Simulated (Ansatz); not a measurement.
Si, space group P6_3/mmc, a test of the smearing width

Computed with Ansatz's Python interface.

Run as a notebook:

**Cell 1**
```python
import ansatz as az
```

**Cell 2**
```python
lattice = az.Lattice.of(
    (2.444, 0.0, 0.0),
    (-1.222, 2.116566, 0.0),
    (0.0, 0.0, 4.152),
)
sites = [
    ("Si", (1 / 3, 2 / 3, 0.25)),
    ("Si", (2 / 3, 1 / 3, 0.75)),
]
structure = az.Crystal(lattice=lattice)
for symbol, position in sites:
    structure = structure.atom(symbol, position)
```

**Cell 3**
```python
job = structure.calculation().basis(19 * az.Ha).kpoints(13, 13, 7).scf(tolerance=1e-09).stress()

rows = []
for value in [0.25, 0.15, 0.1, 0.05, 0.025]:
    summary = job.occupations("gaussian", width=value).run(threads=1, pin="off").report
    rows.append((value, summary["free_energy_ev"] / len(summary["lattice"]["sites"]), summary["n_iterations"], sum(summary["stress_gpa"][i][i] for i in range(3)) / 3, summary["n_kpoints"]))
```
Output:
```text
DeckWarning: output.stress: scf.convergence.dr2_threshold = 1e-9 eV is looser than the 2e-10 eV advised for a printed stress (1e-10 eV for each atom of the cell: 2). What an SCF threshold leaves in a stress goes as its square root, and in the free energy as the threshold itself, and one threshold admits the most on a [...]
```

**Cell 4**
```python
print("  width (eV)   F/atom (eV)    iterations       P (GPa)      k-points")
for row in rows:
    print(f"{str(row[0]):>12s}  {row[1]:12.5f}  {row[2]:12d}  {row[3]:12.3f}  {row[4]:12d}")

# differences from the last row
for row in rows[:-1]:
    shift = 1000 * (row[1] - rows[-1][1])
    print(f"{row[0]}: {shift:+.2f} meV/atom" + ("  (within 5 meV)" if abs(shift) < 5 else ""))
```
Output:
```text
  width (eV)   F/atom (eV)    iterations       P (GPa)      k-points
        0.25    -634.88251             6        49.556            84
        0.15    -634.87905             6        49.589            84
         0.1    -634.87793             6        49.587            84
        0.05    -634.87727             6        49.545            84
       0.025    -634.87710             6        49.467            84
0.25: -5.42 meV/atom
0.15: -1.96 meV/atom  (within 5 meV)
0.1: -0.84 meV/atom  (within 5 meV)
0.05: -0.17 meV/atom  (within 5 meV)
```

Going from 0.025 to 0.25 eV changes F by -5.4 meV an atom. With this scheme F falls roughly as the square of the width; the report's estimate for zero width (energy_sigma0_ev) moves by only -0.1 meV. The pressure moves from 49.47 to 49.56 GPa.

Caveats:
- For a metal this k-point mesh is coarse: on a finer one energies can move by several to tens of meV an atom and pressures by half a GPa or more, differences at one mesh by less.
- The narrowest width needs the finest mesh, so the last row is no converged reference.
- Pressure is positive in compression.
- No functional is typed, so the default, PBE, holds.
- At these settings the cell as given stands under about 49 GPa, so it isn't at this functional's equilibrium volume and may be a high-pressure phase.
- This isn't the structure that Si takes at ambient conditions.
- Warnings are shown shortened and without file and line.
- Hardware and time: 5.2 s on 1 thread of Arm Neoverse V2 (shared host), peak memory 0.33 GiB.
